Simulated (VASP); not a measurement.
# CdSe (Fm-3m) in VASP: single point with PBE

Aim: the single point of CdSe with PBE.

Program: VASP 6.6.1. These are calculated values, not measurements. Logs are shortened: lines on timing, memory, paths and dates and some standing lists are left out, and cuts for length are marked.

### Step 1. The structure

Symmetry: Fm-3m, No. 225, cubic system. The conventional cell has a = 5.748 Å, b = 5.748 Å, c = 5.748 Å, α = 90.00°, β = 90.00°, γ = 90.00°. Cd (site symmetry m-3m) is surrounded by 6 Se at 2.87 Å. Around Se (site symmetry m-3m) lie 6 Cd at 2.87 Å.

Measurements of this composition are mostly on another form, of space group No. 186.

### Step 2. Single point, PBE

INCAR reads:

```
SYSTEM = CdSe
PREC = Accurate
ENCUT = 520
EDIFF = 1E-6
ISMEAR = 0
SIGMA = 0.01
LREAL = .False.
LASPH = .True.
NELM = 80
ALGO = Normal
ISIF = 2
LWAVE = .False.
LCHARG = .False.
GGA = PE
NBANDS = 16
```

KPOINTS reads:

```
Automatic mesh
0
Gamma
  6 6 6
  0 0 0
```

POSCAR reads:

```
CdSe
1.0
    0.0000000000      2.8740000000      2.8740000000
    2.8740000000      0.0000000000      2.8740000000
    2.8740000000      2.8740000000      0.0000000000
Cd Se
1 1
Direct
    0.0000000000      0.0000000000      0.0000000000
    0.5000000000      0.5000000000      0.5000000000
```

Potentials or basis: VASP PAW PBE potentials, release 64 (Cd, Se).

On the command line:

```sh
$ cat potpaw_PBE.64/Cd/POTCAR potpaw_PBE.64/Se/POTCAR > POTCAR
$ mpirun -np 1 vasp_std > vasp.out
```

OUTCAR:

```text
SYSTEM = CdSe
   PREC = Accurate
   ENCUT = 520
   EDIFF = 1E-6
   ISMEAR = 0
   LREAL = .False.
   LASPH = .True.
   NELM = 80
   ISIF = 2
   GGA = PE

 ion  position               nearest neighbor table
   1  0.000  0.000  0.000-   2 2.87   2 2.87   2 2.87   2 2.87   2 2.87   2 2.87
   2  0.500  0.500  0.500-   1 2.87   1 2.87   1 2.87   1 2.87   1 2.87   1 2.87

  LATTYP: Found a face centered cubic cell.
 ALAT       =     5.7480000000

  Lattice vectors:

 A1 = (   0.0000000000,   2.8740000000,   2.8740000000)
 A2 = (   2.8740000000,   0.0000000000,   2.8740000000)
 A3 = (   2.8740000000,   2.8740000000,   0.0000000000)

Analysis of symmetry for initial positions (statically):
=====================================================================
 Subroutine PRICEL returns:
 Original cell was already a primitive cell.

 Routine SETGRP: Setting up the symmetry group for a
 face centered cubic supercell.

 Subroutine GETGRP returns: Found 48 space group operations
 (whereof 48 operations were pure point group operations)
 out of a pool of 48 trial point group operations.

The static configuration has the point symmetry O_h .

Analysis of symmetry for dynamics (positions and initial velocities):
=====================================================================
 Subroutine PRICEL returns:
 Original cell was already a primitive cell.

 Routine SETGRP: Setting up the symmetry group for a
 face centered cubic supercell.

 Subroutine GETGRP returns: Found 48 space group operations
 (whereof 48 operations were pure point group operations)
 out of a pool of 48 trial point group operations.

The dynamic configuration has the point symmetry O_h .

 Subroutine INISYM returns: Found 48 space group operations
 (whereof 48 operations are pure point group operations),
 and found     1 'primitive' translations

----------------------------------------------------------------------------------------

                                     Primitive cell

  volume of cell :      47.4778

  direct lattice vectors                    reciprocal lattice vectors
     0.000000000  2.874000000  2.874000000    -0.173973556  0.173973556  0.173973556
     2.874000000  0.000000000  2.874000000     0.173973556 -0.173973556  0.173973556
     2.874000000  2.874000000  0.000000000     0.173973556  0.173973556 -0.173973556

  length of vectors
     4.064449778  4.064449778  4.064449778     0.301331038  0.301331038  0.301331038

  position of ions in fractional coordinates (direct lattice)
     0.000000000  0.000000000  0.000000000
     0.500000000  0.500000000  0.500000000

  ion indices of the primitive-cell ions
   primitive index   ion index
                 1           1
                 2           2

----------------------------------------------------------------------------------------

 KPOINTS: Automatic mesh

Automatic generation of k-mesh.
 Grid dimensions read from file:
 generate k-points for:    6    6    6

 Generating k-lattice:

  Cartesian coordinates                     Fractional coordinates (reciprocal lattice)
    -0.028995593  0.028995593  0.028995593     0.166666667  0.000000000  0.000000000
     0.028995593 -0.028995593  0.028995593     0.000000000  0.166666667  0.000000000
     0.028995593  0.028995593 -0.028995593     0.000000000  0.000000000  0.166666667

  Length of vectors
     0.050221840  0.050221840  0.050221840

  Shift w.r.t. Gamma in fractional coordinates (k-lattice)
     0.000000000  0.000000000  0.000000000

 Subroutine IBZKPT returns following result:
 ===========================================

 Found     16 irreducible k-points:

 Following reciprocal coordinates:
            Coordinates               Weight
  0.000000  0.000000  0.000000      1.000000
  0.166667  0.000000  0.000000      8.000000
  0.333333  0.000000  0.000000      8.000000
  0.500000  0.000000  0.000000      4.000000
  0.166667  0.166667  0.000000      6.000000
  0.333333  0.166667  0.000000     24.000000
[... 8 lines left out ...]
 -0.333333  0.333333  0.166667     24.000000
 -0.333333  0.500000  0.166667     12.000000
   k-points           NKPTS =     16   k-points in BZ     NKDIM =     16   number of bands    NBANDS=     16
   number of dos      NEDOS =    301   number of ions     NIONS =      2
   total plane-waves  NPLWV =  27000
   dimension x,y,z NGX =    30 NGY =   30 NGZ =   30
   dimension x,y,z NGXF=    60 NGYF=   60 NGZF=   60
   ions per type =               1   1
   NGX,Y,Z   is equivalent  to a cutoff of  12.27, 12.27, 12.27 a.u.
   NGXF,Y,Z  is equivalent  to a cutoff of  24.54, 24.54, 24.54 a.u.
 SYSTEM =  CdSe
   PREC   = accura    normal or accurate (medium, high low for compatibility)
   ISTART =      0    job   : 0-new  1-cont  2-samecut
   ICHARG =      2    charge: 1-file 2-atom 10-const
   ISPIN  =      1    spin polarized calculation?
   LNONCOLLINEAR =      F non collinear calculations
   LSORBIT =      F    spin-orbit coupling
   LASPH  =      T    aspherical Exc in radial PAW
   ENCUT  =  520.0 eV  38.22 Ry    6.18 a.u.   7.56  7.56  7.56*2*pi/ulx,y,z
   NELM   =     80;   NELMIN=  2; NELMDL= -5     # of ELM steps
   EDIFF  = 0.1E-05   stopping-criterion for ELM
   LREAL  =      F    real-space projection
   EDIFFG = 0.1E-04   stopping-criterion for IOM
   NSW    =      0    number of steps for IOM
   IBRION =     -1    ionic relax: 0-MD 1-quasi-New 2-CG
   NFREE  =      0    steps in history (QN), initial steepest desc. (CG)
   ISIF   =      2    stress and relaxation
   ISYM   =      2    0-nonsym 1-usesym 2-fastsym
   POTIM  = 0.5000    time-step for ionic-motion
   TEBEG  =    0.0;   TEEND  =   0.0 temperature during run
   PSTRESS=    0.0 pullay stress
   NELECT =      18.0000    total number of electrons
   NUPDOWN=      -1.0000    fix difference up-down
   EMIN   =  10.00;   EMAX   =-10.00  energy-range for DOS
   EFERMI =   0.00;   METHOD = LEGACY
   ISMEAR =     0;   SIGMA  =   0.01  broadening in eV -4-tet -1-fermi 0-gaus
   EFERMI_NEDOS =   21; number of points for ismear=-14 and -15
   IALGO  =     38    algorithm
   IMIX   =      4    mixing-type and parameters
     AMIX     =   0.40;   BMIX     =  1.00
     AMIX_MAG =   1.60;   BMIX_MAG =  1.00
  volume/ion in A,a.u.               =      23.74       160.20
  Fermi-wavevector in a.u.,A,eV,Ry     =   1.184865  2.239070 19.101291  1.403905
  Thomas-Fermi vector in A             =   2.321071
   LORBIT       =      0    0 simple, 1 ext, 2 COOP (PROOUT), +10 PAW based schemes
   GGA     = PE    functional components
   LHFCALC =     F    Hartree Fock is set to
   AEXX    =    0.0000 exact exchange contribution
   IVDW    =     0    specifies the selected vdW correction
   LEPSILON=     F    determine dielectric tensor
   LRPA    =     F    only Hartree local field effects (RPA)
 non-spin polarized calculation
 Gauss-broadening in eV      SIGMA  =   0.01
  energy-cutoff  :      520.00
  volume of cell :       47.48
 maximum number of plane-waves:      1303
   NGX = 15   NGY = 15   NGZ = 15

 number of electron      18.0000008 magnetization

 Free energy of the ion-electron system (eV)
  ---------------------------------------------------
  ext. energy  EPLUGINS =         0.00000000
  ---------------------------------------------------
  free energy    TOTEN  =        -5.19888850 eV

  energy without entropy =       -5.19861586  energy(sigma->0) =       -5.19875218

 E-fermi :   2.2276     XC(G=0):  -9.9982

 val. band max:        2.2224384099   @ k =  -0.1667   0.1667   0.0000
 cond. band min:       2.3443248536   @ k =   0.0000   0.0000   0.0000
 fundamental gap:      0.1218864438
 Fermi energy:         2.2276229632

 k-point     1 :       0.0000    0.0000    0.0000
  band No.  band energies     occupation
      1     -10.6218      2.00000
      2      -5.6498      2.00000
      3      -5.6498      2.00000
      4      -5.6339      2.00000
      5      -5.6339      2.00000
      6      -5.6339      2.00000
[... 8 lines left out ...]
     15      12.0264      0.00000
     16      12.0264      0.00000

 k-point     2 :       0.1667    0.0000    0.0000
  band No.  band energies     occupation
      1     -10.4299      2.00000
      2      -5.7042      2.00000
      3      -5.7042      2.00000
      4      -5.6504      2.00000
      5      -5.6017      2.00000
      6      -5.6017      2.00000
[... 8 lines left out ...]
     15      11.8283      0.00000
     16      11.8283      0.00000

 k-point     3 :       0.3333    0.0000    0.0000
  band No.  band energies     occupation
      1      -9.9846      2.00000
      2      -5.8130      2.00000
      3      -5.8130      2.00000
      4      -5.7142      2.00000
      5      -5.5328      2.00000
      6      -5.5328      2.00000
[... 8 lines left out ...]
     15      13.3733      0.00000
     16      13.3733      0.00000

 k-point     4 :       0.5000    0.0000    0.0000
  band No.  band energies     occupation
      1      -9.7173      2.00000
      2      -5.8658      2.00000
      3      -5.8658      2.00000
      4      -5.7773      2.00000
      5      -5.4977      2.00000
      6      -5.4977      2.00000
[... 8 lines left out ...]
     15      15.1226      0.00000
     16      15.1226      0.00000
[... 172 lines left out ...]
 k-point    14 :       0.5000    0.3333    0.1667
  band No.  band energies     occupation
      1      -9.8459      2.00000
      2      -5.7398      2.00000
      3      -5.6741      2.00000
      4      -5.6523      2.00000
      5      -5.5046      2.00000
      6      -5.4198      2.00000
[... 8 lines left out ...]
     15      15.5132      0.00000
     16      16.0875      0.00000

 k-point    15 :      -0.3333    0.3333    0.1667
  band No.  band energies     occupation
      1      -9.7341      2.00000
      2      -5.7778      2.00000
      3      -5.6462      2.00000
      4      -5.6294      2.00000
      5      -5.4733      2.00000
      6      -5.2980      2.00000
[... 8 lines left out ...]
     15      13.8531      0.00000
     16      16.5837      0.00000

 k-point    16 :      -0.3333    0.5000    0.1667
  band No.  band energies     occupation
      1      -9.7684      2.00000
      2      -5.6962      2.00000
      3      -5.6869      2.00000
      4      -5.5459      2.00000
      5      -5.4478      2.00000
      6      -5.0811      2.00000
[... 8 lines left out ...]
     15      15.2398      0.00000
     16      17.1362      0.00000

------------------------ aborting loop because EDIFF is reached ----------------------------------------

  FORCE on cell =-STRESS in cart. coord.  units (eV):
  Direction    XX          YY          ZZ          XY          YZ          ZX
  --------------------------------------------------------------------------------------
  -------------------------------------------------------------------------------------
  Total        0.0082692      0.0082692      0.0082692     -0.0000000     -0.0000000      0.0000000
  in kB        0.2790507      0.2790507      0.2790507     -0.0000000     -0.0000000      0.0000000
  external PRESSURE =       0.2790507 kB  Pullay stress =       0.0000000 kB

 VOLUME and BASIS-vectors are now :
 -----------------------------------------------------------------------------
  energy-cutoff  :      520.00
  volume of cell :       47.48
      direct lattice vectors                 reciprocal lattice vectors
     0.000000000  2.874000000  2.874000000    -0.173973556  0.173973556  0.173973556
     2.874000000  0.000000000  2.874000000     0.173973556 -0.173973556  0.173973556
     2.874000000  2.874000000  0.000000000     0.173973556  0.173973556 -0.173973556

 POSITION                                       TOTAL-FORCE (eV/Angst)
 -----------------------------------------------------------------------------------
      0.00000      0.00000      0.00000        -0.000000     -0.000000      0.000000
      2.87400      2.87400      2.87400         0.000000      0.000000      0.000000
 -----------------------------------------------------------------------------------
    total drift:                               -0.000000      0.000000      0.000000

  FREE ENERGIE OF THE ION-ELECTRON SYSTEM (eV)
  ---------------------------------------------------
  free  energy   TOTEN  =        -5.1988885014 eV

  energy  without entropy=       -5.1986158635  energy(sigma->0) =       -5.19875218
```

It took 16 s on 1 thread of Intel Xeon Platinum 8488C (Sapphire Rapids), shared host; peak memory 0.17 GiB.

What came out:

- Free energy: -5.1989 eV
- Pressure: 0.0 GPa
- Band gap on the k mesh: none (metal or under the smearing width)
